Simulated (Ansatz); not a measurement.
**Stress against strain in AlN**

```yaml
crystal:
  lattice:
    - [0.00000, 1.97800, 1.97800]
    - [1.97800, 0.00000, 1.97800]
    - [1.97800, 1.97800, 0.00000]
  atoms:
    - { symbol: Al, position: [0.00000, 0.00000, 0.00000] }
    - { symbol: N, position: [0.50000, 0.50000, 0.50000] }
```

Atom numbers follow the list: Al1, N2.

The conventional cell has a = 3.956 Å, b = 3.956 Å, c = 3.956 Å, α = 90.00°, β = 90.00°, γ = 90.00°. Al (atom 1) is surrounded by 6 N at 1.98 Å. N (atom 2) is surrounded by 6 Al at 1.98 Å.

The geometry is COD entry 1523095, unchecked; take it as a test cell.

Level of theory: Ansatz 0.2.0, DFT, PBE, all-electron LAPW, scalar-relativistic.

Sampling and basis: a Γ-centred 10×10×10 k mesh, Fermi–Dirac smearing of 0.02 eV, basis error target 1 meV/atom, no spin polarisation.

The strain is applied along the Cartesian axes of the cell as listed (the other components stay zero). Fractional coordinates are held (clamped ions).

σ is the change of stress from the unstrained cell, which is at 25.5 GPa; tension is positive, so slopes are stress–strain coefficients at that pressure.

Only quantities that a quadratic follows smoothly over the whole series are listed; rougher ones are left out.

```
εxx = εyy  σzz (GPa)  σxx (GPa)
  -0.0300     -13.23     -29.83
  -0.0200      -8.65     -18.75
  -0.0100      -4.24      -8.85
   0.0000       0.00       0.00
   0.0100       4.08       7.88
   0.0300      11.78      21.12
```

Task: Fit the series and read off the stiffness at zero strain.

Result: Least-squares fits y = p0 + p1 x + p2 x² to the rows give σzz (GPa): p1 = 417, p2 = -810; σxx (GPa): p1 = 847, p2 = -4800. So 2 C12 = 417 GPa and C11 + C12 = 847 GPa.

Task: One run, at εxx = εyy = 0.0200, is withheld. Predict its row.

Result: The fits give 8.01, 15.02; the run gave 8.01, 14.90.
